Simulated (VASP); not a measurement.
# MgO (P-6m2) in VASP: further runs

The runs below take MgO through G0W0 quasiparticle levels, with PBE.

Program: VASP 6.6.1. These are calculated values, not measurements. Logs are shortened: lines on timing, memory, paths and dates and some standing lists are left out, and cuts for length are marked.

**1. The structure**

The structure is hexagonal, space group P-6m2 (No. 187). Conventional cell: a = 2.938 Å, b = 2.938 Å, c = 2.680 Å, α = 90.00°, β = 90.00°, γ = 120.00°. Mg (site symmetry -6m2) is surrounded by 6 O at 2.16 Å. O (site symmetry -6m2) has 6 Mg at 2.16 Å as nearest neighbours.

Measurements of this composition are mostly on another form, of space group No. 225.

**2. G0W0 quasiparticle levels, PBE**

POSCAR

```
MgO
1.0
    2.9380209034      0.0000000000      0.0000000000
   -1.4690104517      2.5444007392      0.0000000000
    0.0000000000      0.0000000000      2.6796800000
Mg O
1 1
Direct
    0.0000000000      0.0000000000      0.0000000000
    0.3333333333      0.6666666667      0.5000000000
```

INCAR.step1

```
SYSTEM = MgO
ALGO     = Normal         ! electronic algorithm
EDIFF    = 1E-8           ! SCF threshold, eV
ENCUT    = 450            ! plane-wave cutoff, eV
GGA      = PE             ! functional
ISMEAR   = 0              ! smearing method
LASPH    = .TRUE.         ! aspherical terms in the spheres
LCHARG   = .FALSE.        ! write CHGCAR
LREAL    = .FALSE.        ! projectors in reciprocal space
LWAVE    = .TRUE.         ! write WAVECAR
NELM     = 60             ! most SCF steps
PREC     = Accurate       ! precision mode
SIGMA    = 0.01           ! smearing width, eV
```

INCAR.step2

```
SYSTEM = MgO
ALGO     = Exact          ! electronic algorithm
EDIFF    = 1E-8           ! SCF threshold, eV
ENCUT    = 450            ! plane-wave cutoff, eV
GGA      = PE             ! functional
ISMEAR   = 0              ! smearing method
ISTART   = 1            
LASPH    = .TRUE.         ! aspherical terms in the spheres
LCHARG   = .FALSE.        ! write CHGCAR
LOPTICS  = .TRUE.         ! frequency-dependent dielectric function
LREAL    = .FALSE.        ! projectors in reciprocal space
LWAVE    = .TRUE.         ! write WAVECAR
NBANDS   = 16             ! bands
NELM     = 1              ! most SCF steps
PREC     = Accurate       ! precision mode
SIGMA    = 0.01           ! smearing width, eV
```

INCAR.step3

```
SYSTEM = MgO
ALGO     = EVGW0          ! electronic algorithm
EDIFF    = 1E-8           ! SCF threshold, eV
ENCUT    = 450            ! plane-wave cutoff, eV
ENCUTGW  = 150            ! cutoff of the response function
GGA      = PE             ! functional
ISMEAR   = 0              ! smearing method
ISTART   = 1            
LASPH    = .TRUE.         ! aspherical terms in the spheres
LCHARG   = .FALSE.        ! write CHGCAR
LREAL    = .FALSE.        ! projectors in reciprocal space
LWAVE    = .FALSE.        ! write WAVECAR
NBANDS   = 16             ! bands
NBANDSGW = 12           
NELMGW   = 1            
NOMEGA   = 48             ! frequency points
PREC     = Accurate       ! precision mode
PRECFOCK = Fast         
SIGMA    = 0.01           ! smearing width, eV
```

KPOINTS

```
k-points
0
G
  3 3 3
  0 0 0
```

Potentials or basis: VASP PAW PBE potentials, release 64 (Mg_GW, O_GW).

Launch:

```bash
$ cat potpaw_PBE.64/Mg_GW/POTCAR potpaw_PBE.64/O_GW/POTCAR > POTCAR
$ cp INCAR.step1 INCAR
$ mpirun -np 1 vasp_std > vasp.out
$ cp INCAR.step2 INCAR
$ mpirun -np 1 vasp_std > vasp.out
$ cp INCAR.step3 INCAR
$ mpirun -np 1 vasp_std > vasp.out
```

OUTCAR:

```text
SYSTEM = MgO
   EDIFF = 1E-8
   ENCUT = 450
   ENCUTGW = 150
   GGA = PE
   ISMEAR = 0
   ISTART = 1
   LASPH = .TRUE.
   LREAL = .FALSE.
   NELMGW = 1
   PREC = Accurate
   PRECFOCK = Fast

 Found      6 irreducible k-points:

 Following reciprocal coordinates:
            Coordinates               Weight
  0.000000  0.000000  0.000000      1.000000
  0.333333  0.000000  0.000000      6.000000
  0.333333  0.333333  0.000000      2.000000
  0.000000  0.000000  0.333333      2.000000
  0.333333  0.000000  0.333333     12.000000
  0.333333  0.333333  0.333333      4.000000
   k-points           NKPTS =      6   k-points in BZ     NKDIM =     27   number of bands    NBANDS=     16
   number of dos      NEDOS =    301   number of ions     NIONS =      2
   total plane-waves  NPLWV =   8000
   dimension x,y,z NGX =    20 NGY =   20 NGZ =   20
   dimension x,y,z NGXF=    40 NGYF=   40 NGZF=   40
   ions per type =               1   1
   NGX,Y,Z   is equivalent  to a cutoff of  11.32, 11.32, 12.41 a.u.
   NGXF,Y,Z  is equivalent  to a cutoff of  22.63, 22.63, 24.82 a.u.
 SYSTEM =  MgO
   PREC   = accura    normal or accurate (medium, high low for compatibility)
   ISTART =      1    job   : 0-new  1-cont  2-samecut
   ICHARG =      0    charge: 1-file 2-atom 10-const
   ISPIN  =      1    spin polarized calculation?
   LNONCOLLINEAR =      F non collinear calculations
   LSORBIT =      F    spin-orbit coupling
   LASPH  =      T    aspherical Exc in radial PAW
   ENCUT  =  450.0 eV  33.07 Ry    5.75 a.u.   5.08  5.08  4.63*2*pi/ulx,y,z
   NELM   =     60;   NELMIN=  2; NELMDL=  0     # of ELM steps
   EDIFF  = 0.1E-07   stopping-criterion for ELM
   LREAL  =      F    real-space projection
   EDIFFG = 0.1E-06   stopping-criterion for IOM
   NSW    =      0    number of steps for IOM
   IBRION =     -1    ionic relax: 0-MD 1-quasi-New 2-CG
   NFREE  =      0    steps in history (QN), initial steepest desc. (CG)
   ISIF   =      0    stress and relaxation
   ISYM   =      3    0-nonsym 1-usesym 2-fastsym
   POTIM  = 0.5000    time-step for ionic-motion
   TEBEG  =    0.0;   TEEND  =   0.0 temperature during run
   PSTRESS=    0.0 pullay stress
   NELECT =       8.0000    total number of electrons
   NUPDOWN=      -1.0000    fix difference up-down
   EMIN   =  10.00;   EMAX   =-10.00  energy-range for DOS
   EFERMI =   0.00;   METHOD = LEGACY
   ISMEAR =     0;   SIGMA  =   0.01  broadening in eV -4-tet -1-fermi 0-gaus
   EFERMI_NEDOS =   21; number of points for ismear=-14 and -15
   IALGO  =     38    algorithm
   IMIX   =      4    mixing-type and parameters
     AMIX     =   0.40;   BMIX     =  1.00
     AMIX_MAG =   1.60;   BMIX_MAG =  1.00
  volume/ion in A,a.u.               =      10.02        67.59
  Fermi-wavevector in a.u.,A,eV,Ry     =   1.205583  2.278221 19.775115  1.453430
  Thomas-Fermi vector in A             =   2.341275
   LORBIT       =      0    0 simple, 1 ext, 2 COOP (PROOUT), +10 PAW based schemes
   GGA     = PE    functional components
   LHFCALC =     T    Hartree Fock is set to
   PRECFOCK=fast      Normal, Fast or Accurate (Low or Medium for compatibility)
   ENCUT4O =  -1.0   cutoff for four orbital integrals eV
   NKREDX  =     1    reduce k-point grid by
   NKREDY  =     1    reduce k-point grid by
   NKREDZ  =     1    reduce k-point grid by
   AEXX    =    1.0000 exact exchange contribution
   HFSCREEN=    0.0000 screening length (either q_TF or 0.3 A-1)
   HFSCREENC=   0.0000 screening length for correlation (either q_TF or 0.3 A-1)
   ENCUTFOCK=  -1.0 apply spherical cutoff to Coloumb kernel
   IVDW    =     0    specifies the selected vdW correction
   LEPSILON=     F    determine dielectric tensor
   LRPA    =     F    only Hartree local field effects (RPA)
   LRPAFORCE           =     F    calculate RPA forces
   ENCUTGW             = 150.0    cutoff for response function in eV
   ENCUTGWSOFT         = 120.0    soft cutoff for Coulomb kernel in GW response function in eV
   ENCUTLF             =  -1.0    cutoff for local field effects
   NELMGW              =     1    number of iterations in solving QP/BSE equation
   NELMHF              =     1    number of iterations in the inner HF iteration
   NKREDLFX            =     1    NKREDLFY  =   1   NKREDLFZ  =   1
 non-spin polarized calculation
 Gauss-broadening in eV      SIGMA  =   0.01
  energy-cutoff  :      450.00
  volume of cell :       20.03
 maximum number of plane-waves:       447
  NGX = 12; NGY = 12; NGZ = 10
   NGX = 11   NGY = 11   NGZ =  9
 maximum number of plane-waves:        93

 QP shifts <psi_nk| G(iteration)W_0 |psi_nk>: iteration 1
 for sc-GW calculations column KS-energies equals QP-energies in previous step
 and V_xc(KS)=  KS-energies - (<T + V_ion + V_H > + <T+V_H+V_ion>^1  + <V_x>^1)

 k-point   1 :       0.0000    0.0000    0.0000
  band No.  KS-energies  QP-energies   sigma(KS)   V_xc(KS)     V^pw_x(r,r')   Z            occupation Imag(sigma)

      1     -14.0514     -15.7453     -20.6547     -18.1184     -29.8309       0.6679       2.0000       1.5533
      2       2.7905       2.2615     -19.8584     -19.1489     -24.8620       0.7457       2.0000       0.2177
      3       2.7905       2.2615     -19.8584     -19.1489     -24.8620       0.7457       2.0000       0.2177
      4       2.9934       2.4455     -19.9883     -19.2552     -25.0520       0.7473       2.0000       0.2027
      5       6.3348       7.5983      -9.6061     -11.1969      -6.4452       0.7943       0.0000      -0.1292
      6      15.1989      16.6912      -7.0483      -8.9289      -3.1427       0.7935       0.0000      -0.1620
      7      18.8451      20.4253      -6.7584      -8.7582      -2.6576       0.7901       0.0000      -0.2574
      8      18.8451      20.4253      -6.7584      -8.7582      -2.6576       0.7901       0.0000      -0.2574
      9      23.1418      24.6628      -6.5761      -8.4528      -2.0767       0.8105       0.0000      -0.7047
     10      24.1055      25.9900      -8.4766     -10.9707      -3.4194       0.7556       0.0000      -0.7123
     11      25.7686      27.7832      -8.5536     -11.2092      -3.4219       0.7586       0.0000      -0.7518
     12      25.7686      27.7832      -8.5536     -11.2092      -3.4219       0.7586       0.0000      -0.7518

 k-point   2 :       0.3333    0.0000    0.0000
  band No.  KS-energies  QP-energies   sigma(KS)   V_xc(KS)     V^pw_x(r,r')   Z            occupation Imag(sigma)
[... 65 lines left out ...]
      1     -12.3507     -14.0060     -22.3339     -19.9088     -31.3587       0.6826       2.0000       1.3210
      2       0.5429      -0.3203     -17.6021     -16.4247     -22.5381       0.7332       2.0000       0.2701
      3       0.5548      -0.3238     -17.4418     -16.2473     -22.3246       0.7355       2.0000       0.2640
      4       0.6311      -0.1840     -18.2938     -17.1834     -23.4320       0.7341       2.0000       0.2504
      5      10.3439      11.4686      -7.7296      -9.1622      -4.0414       0.7851       0.0000      -0.1441
      6      14.3392      16.1294      -8.6231     -10.9097      -4.8303       0.7830       0.0000      -0.1655
      7      17.1807      19.0505      -8.9025     -11.3342      -4.7143       0.7689       0.0000      -0.2235
      8      18.4935      20.2296      -9.3267     -11.5690      -5.1345       0.7742       0.0000      -0.3201
      9      18.5988      20.7180     -10.5582     -13.3477      -6.0926       0.7597       0.0000      -0.3887
     10      24.6062      26.6036      -8.3162     -10.8648      -3.6880       0.7837       0.0000      -0.6476
     11      29.4038      31.6726      -6.9546      -9.7826      -2.3428       0.8023       0.0000      -0.7753
     12      30.6721      32.7991      -6.1127      -8.6434      -1.5206       0.8404       0.0000      -0.9223
```

OUTCAR.step2:

```text
SYSTEM = MgO
   EDIFF = 1E-8
   ENCUT = 450
   GGA = PE
[... 557 lines left out ...]
  --------------------------------------------------------------------------------------------------------------
     0.00000     4.64507     4.64507     4.99546    -0.00000    -0.00000     0.00000
     0.64893     4.69538     4.69538     5.06370    -0.00000    -0.00000     0.00000
     1.29786     4.86598     4.86598     5.30019    -0.00000    -0.00000     0.00000
     1.94678     5.23488     5.23488     5.84101    -0.00000    -0.00000     0.00000
     2.59571     6.10278     6.10278     7.30760    -0.00000    -0.00000     0.00000
     3.24464     9.79788     9.79788    14.45176    -0.00000    -0.00000     0.00000
[... 92 lines left out ...]
    63.59490     0.88920     0.88920     0.89109     0.00000     0.00000    -0.00000
    64.24382     0.89179     0.89179     0.89354     0.00000     0.00000    -0.00000
```

It took 6.1 s on 1 thread of Intel Xeon 6975P-C (Granite Rapids), shared host; peak memory 0.14 GiB.

The run converged, but some of its settings lie outside the range that counts as converged, so its numbers aren't taken as properties of the crystal.

Results:

| Item | Value |
| --- | --- |
| Band gap on the k mesh, mean-field level | 2.93 eV, indirect (least direct gap 3.34 eV) |
| Quasiparticle gap | 4.65 eV |
| Least direct quasiparticle gap | 5.15 eV |

Caveat: the k mesh is coarse (spacing up to 0.82 Å⁻¹), so the values aren't converged; bands, screening cutoff and mesh are small and nothing is extrapolated, so the quasiparticle values aren't converged; an odd mesh through Γ misses points on the zone boundary, where band edges often lie.

**3. G0W0 quasiparticle levels, PBE**

POSCAR is that of step 2.

INCAR.step1 is that of step 2.

INCAR.step2 is that of step 2.

Changes to INCAR.step3 since step 2:

```diff
@@ -4,3 +4,3 @@
 ENCUT    = 450            ! plane-wave cutoff, eV
-ENCUTGW  = 150            ! cutoff of the response function
+ENCUTGW  = 260            ! cutoff of the response function
 GGA      = PE             ! functional
```

KPOINTS is that of step 2.

Potentials or basis: VASP PAW PBE potentials, release 64 (Mg_GW, O_GW).

Launch:

```bash
$ cat potpaw_PBE.64/Mg_GW/POTCAR potpaw_PBE.64/O_GW/POTCAR > POTCAR
$ cp INCAR.step1 INCAR
$ mpirun -np 1 vasp_std > vasp.out
$ cp INCAR.step2 INCAR
$ mpirun -np 1 vasp_std > vasp.out
$ cp INCAR.step3 INCAR
$ mpirun -np 1 vasp_std > vasp.out
```

OUTCAR:

```text
SYSTEM = MgO
   EDIFF = 1E-8
   ENCUT = 450
   ENCUTGW = 260
   GGA = PE
   ISMEAR = 0
   ISTART = 1
   LASPH = .TRUE.
   LREAL = .FALSE.
   NELMGW = 1
   PREC = Accurate
   PRECFOCK = Fast

 Found      6 irreducible k-points:

 Following reciprocal coordinates:
            Coordinates               Weight
  0.000000  0.000000  0.000000      1.000000
  0.333333  0.000000  0.000000      6.000000
  0.333333  0.333333  0.000000      2.000000
  0.000000  0.000000  0.333333      2.000000
  0.333333  0.000000  0.333333     12.000000
  0.333333  0.333333  0.333333      4.000000
   k-points           NKPTS =      6   k-points in BZ     NKDIM =     27   number of bands    NBANDS=     16
   number of dos      NEDOS =    301   number of ions     NIONS =      2
   total plane-waves  NPLWV =   8000
   dimension x,y,z NGX =    20 NGY =   20 NGZ =   20
   dimension x,y,z NGXF=    40 NGYF=   40 NGZF=   40
   ions per type =               1   1
[... 56 lines left out ...]
   NELMHF              =     1    number of iterations in the inner HF iteration
   NKREDLFX            =     1    NKREDLFY  =   1   NKREDLFZ  =   1
 non-spin polarized calculation
 Gauss-broadening in eV      SIGMA  =   0.01
  energy-cutoff  :      450.00
  volume of cell :       20.03
 maximum number of plane-waves:       447
  NGX = 12; NGY = 12; NGZ = 10
   NGX = 11   NGY = 11   NGZ =  9
 maximum number of plane-waves:       199

 QP shifts <psi_nk| G(iteration)W_0 |psi_nk>: iteration 1
 for sc-GW calculations column KS-energies equals QP-energies in previous step
 and V_xc(KS)=  KS-energies - (<T + V_ion + V_H > + <T+V_H+V_ion>^1  + <V_x>^1)

 k-point   1 :       0.0000    0.0000    0.0000
  band No.  KS-energies  QP-energies   sigma(KS)   V_xc(KS)     V^pw_x(r,r')   Z            occupation Imag(sigma)

      1     -14.0514     -15.6958     -20.5948     -18.1184     -29.8309       0.6641       2.0000       1.6155
      2       2.7905       2.2963     -19.8148     -19.1489     -24.8620       0.7422       2.0000       0.2199
      3       2.7905       2.2963     -19.8148     -19.1489     -24.8620       0.7422       2.0000       0.2199
      4       2.9934       2.4783     -19.9470     -19.2552     -25.0520       0.7445       2.0000       0.2030
      5       6.3348       7.6377      -9.5535     -11.1969      -6.4452       0.7928       0.0000      -0.1268
      6      15.1989      16.7029      -7.0354      -8.9289      -3.1427       0.7943       0.0000      -0.1610
      7      18.8451      20.4330      -6.7499      -8.7582      -2.6576       0.7907       0.0000      -0.2553
      8      18.8451      20.4330      -6.7499      -8.7582      -2.6576       0.7907       0.0000      -0.2553
      9      23.1418      24.6690      -6.5687      -8.4528      -2.0767       0.8106       0.0000      -0.7019
     10      24.1055      25.9901      -8.4718     -10.9707      -3.4194       0.7542       0.0000      -0.7112
     11      25.7686      27.7863      -8.5510     -11.2092      -3.4219       0.7590       0.0000      -0.7562
     12      25.7686      27.7863      -8.5510     -11.2092      -3.4219       0.7590       0.0000      -0.7562
[... 68 lines left out ...]
      1     -12.3507     -13.9504     -22.2586     -19.9088     -31.3587       0.6807       2.0000       1.4162
      2       0.5429      -0.2859     -17.5604     -16.4247     -22.5381       0.7298       2.0000       0.2724
      3       0.5548      -0.2880     -17.3982     -16.2473     -22.3246       0.7322       2.0000       0.2660
      4       0.6311      -0.1483     -18.2496     -17.1834     -23.4320       0.7310       2.0000       0.2526
      5      10.3439      11.4813      -7.7139      -9.1622      -4.0414       0.7853       0.0000      -0.1432
      6      14.3392      16.1438      -8.6047     -10.9097      -4.8303       0.7830       0.0000      -0.1646
      7      17.1807      19.0637      -8.8859     -11.3342      -4.7143       0.7691       0.0000      -0.2236
      8      18.4935      20.2397      -9.3102     -11.5690      -5.1345       0.7730       0.0000      -0.3162
      9      18.5988      20.7267     -10.5416     -13.3477      -6.0926       0.7583       0.0000      -0.3927
     10      24.6062      26.5914      -8.3214     -10.8648      -3.6880       0.7805       0.0000      -0.6493
     11      29.4038      31.6752      -6.9527      -9.7826      -2.3428       0.8026       0.0000      -0.7749
     12      30.6721      32.8059      -6.1070      -8.6434      -1.5206       0.8413       0.0000      -0.9120
```

OUTCAR.step2:

```text
SYSTEM = MgO
   EDIFF = 1E-8
   ENCUT = 450
   GGA = PE
[... 557 lines left out ...]
  --------------------------------------------------------------------------------------------------------------
     0.00000     4.64507     4.64507     4.99546    -0.00000    -0.00000     0.00000
     0.64893     4.69538     4.69538     5.06370    -0.00000    -0.00000     0.00000
     1.29786     4.86598     4.86598     5.30019    -0.00000    -0.00000     0.00000
     1.94678     5.23488     5.23488     5.84101    -0.00000    -0.00000     0.00000
     2.59571     6.10278     6.10278     7.30760    -0.00000    -0.00000     0.00000
     3.24464     9.79788     9.79788    14.45176    -0.00000    -0.00000     0.00000
[... 92 lines left out ...]
    63.59490     0.88920     0.88920     0.89109     0.00000     0.00000    -0.00000
    64.24382     0.89179     0.89179     0.89354     0.00000     0.00000    -0.00000
```

Wall time 7 s (1 thread of Intel Xeon 6975P-C (Granite Rapids), shared host); peak memory 0.18 GiB.

These settings aren't checked as converged: the numbers below hold their error.

What came out:

* Band gap on the k mesh, mean-field level: 2.93 eV, indirect (least direct gap 3.34 eV)
* Quasiparticle gap: 4.66 eV
* Least direct quasiparticle gap: 5.16 eV

Caveat: the k mesh is coarse (spacing up to 0.82 Å⁻¹), so the values aren't converged; bands, screening cutoff and mesh are small and nothing is extrapolated, so the quasiparticle values aren't converged; an odd mesh through Γ misses points on the zone boundary, where band edges often lie.

[end of part 1 of 2]
